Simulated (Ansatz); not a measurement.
Crystal: CrCuO2.

```
Cu Cr O
1.0
     1.48670    0.85835    5.70000
    -1.48670    0.85835    5.70000
     0.00000   -1.71669    5.70000
Cu Cr O
1 1 2
Direct
  0.00000 0.00000 0.00000
  0.50000 0.50000 0.50000
  0.89208 0.89208 0.89208
  0.10792 0.10792 0.10792
```

Base run:

```yaml
Program: Ansatz 0.2.0
Functional: LDA
Potentials_or_basis: all-electron LAPW, scalar-relativistic
Cutoff: 457 eV (chosen from the basis error)
Basis_error_allowed: 0.002 eV/atom
k_mesh: 10 × 10 × 10
Occupations: fermi-dirac, width 0.05 eV
Spin: collinear spin, ferromagnetic start
Starting_moments: "[0.6, 3.0, 0.0, 0.0] μB"
```

Its results: band gap on the k mesh 0.75 eV, indirect (least direct gap 0.96 eV); pressure -10.0 GPa; net moment 3.00 μB per cell; site moments Cu +0.02; Cr +2.57; O +0.01 μB; largest force 0.091 eV/Å.

Problem. The run is repeated on the same cell with these changes: functional from LDA to PBEsol. What comes out?

Solution. Band gap on the k mesh 0.99 eV, indirect (least direct gap 1.13 eV); pressure -3.6 GPa; net moment 3.00 μB per cell; site moments Cu +0.02; Cr +2.59; O +0.00 μB; largest force 0.067 eV/Å.

PBEsol binds less tightly than LDA, so the same cell stands under more pressure.

Caveats: only a ferromagnetic start was run, and an antiferromagnetic order may lie lower in energy.
